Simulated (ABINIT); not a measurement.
The system is Ge.

```
Ge
1.0
     0.00000    2.82891    2.82891
     2.82891    0.00000    2.82891
     2.82891    2.82891    0.00000
Ge
2
Cartesian
  4.2434 4.2434 4.2434
  2.8289 2.8289 2.8289
```

| Property | Result |
| --- | --- |
| Program | ABINIT 10.8.3 (patched build) |
| Task | relaxation of cell and atoms |
| Functional | PBE |
| Potentials or basis | SG15 NC PBE v1.2 |
| Cutoff | 599 eV |
| k mesh | 6 × 6 × 6 |
| Occupations | fermi-dirac, width 0.05 eV |
| Spin | no spin polarisation |

At the start: pressure 3.9 GPa; volume 22.64 Å³/atom.

Q: How do energy, volume and symmetry change on relaxing?

A: Over 4 steps the energy falls by 16.7 meV/atom and the volume is 24.05 Å³/atom (+6.2 %); space group Fd-3m (No. 227, to 0.05 Å).

Step by step:
```csv
step,energy change (eV),largest force (eV/Å),pressure (GPa),volume (Å³)
1,0.0000,0.0000,3.94,45.28
2,-0.0121,0.0000,3.12,45.83
3,-0.0334,0.0000,0.02,48.08
4,-0.0334,0.0000,0.00,48.10
```

Final structure:
```cif
data_structure
_symmetry_space_group_name_H-M 'P 1'
_symmetry_Int_Tables_number 1
_cell_length_a 4.0821
_cell_length_b 4.0821
_cell_length_c 4.0821
_cell_angle_alpha 60.000
_cell_angle_beta 60.000
_cell_angle_gamma 60.000
_cell_volume 48.10
loop_
_atom_site_label
_atom_site_type_symbol
_atom_site_fract_x
_atom_site_fract_y
_atom_site_fract_z
_atom_site_occupancy
Ge1 Ge 0.75000 0.75000 0.75000 1
Ge2 Ge 0.50000 0.50000 0.50000 1
```

The cell as given is a measured one (22.64 Å³/atom); PBE puts the equilibrium volume +6.2 % from it, thermal expansion not counted.
